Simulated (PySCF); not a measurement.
**One molecule, many functionals**

Species: propanal, C3H6O.
InChI=1S/C3H6O/c1-2-3-4/h3H,2H2,1H3

Linear-response calculations in the def2-SVPD basis (PySCF; singlets by full response, triplets Tamm–Dancoff, core orbitals frozen in the response; HF means time-dependent Hartree–Fock). 'Strongest' is the level of largest summed f among the singlets computed (10 roots, of which the last may lack a degenerate partner); it can jump between rows when another state enters that window. S1 is the lowest singlet of each run and needn't be the same state throughout; f(S1) is that of one state. Geometry: PBE0-D3(BJ)/def2-SVP, one conformer, isolated molecule.

| functional | kind | S1 (eV) | f(S1) | strongest (eV) | T1 (eV) | HOMO (eV) | gap (eV) | ionisation energy, ΔSCF (eV) |
| --- | --- | --- | --- | --- | --- | --- | --- | --- |
| LDA | LDA | 4.16 | 0.000 | 6.73 | 3.62 | -6.04 | 3.88 | 9.96 |
| PBE | GGA | 4.24 | 0.000 | 8.47 | 3.62 | -5.92 | 4.00 | 9.78 |
| B3LYP | global hybrid, 20% exact exchange | 4.37 | 0.000 | 7.97 | 3.77 | -7.30 | 6.29 | 10.04 |
| PBE0 | global hybrid, 25% exact exchange | 4.39 | 0.000 | 7.77 | 3.74 | -7.51 | 6.81 | 9.95 |
| BHandHLYP | global hybrid, 50% exact exchange | 4.57 | 0.000 | 9.13 | 3.96 | -9.10 | 9.67 | 9.95 |
| CAM-B3LYP | range-separated hybrid | 4.39 | 0.000 | 8.11 | 3.79 | -9.00 | 9.52 | 10.12 |
| HF | Hartree–Fock | 4.93 | 0.000 | 9.51 | 4.33 | -11.55 | 14.12 | not settled |

S1 runs from 4.16 eV (LDA) to 4.93 eV (HF), a spread of 0.77 eV, while the orbital gap spreads over 10.2 eV. Along PBE (0%), B3LYP (20%), PBE0 (25%), BHandHLYP (50%), HF (100%) S1 rises with the share of exact exchange. −ε(HOMO) comes closest to its own ΔSCF ionisation energy with BHandHLYP (-0.85 eV) and misses most with LDA (-3.93 eV). 'Not settled' means that the ion's SCF failed to converge or may have ended in another state than the lowest.
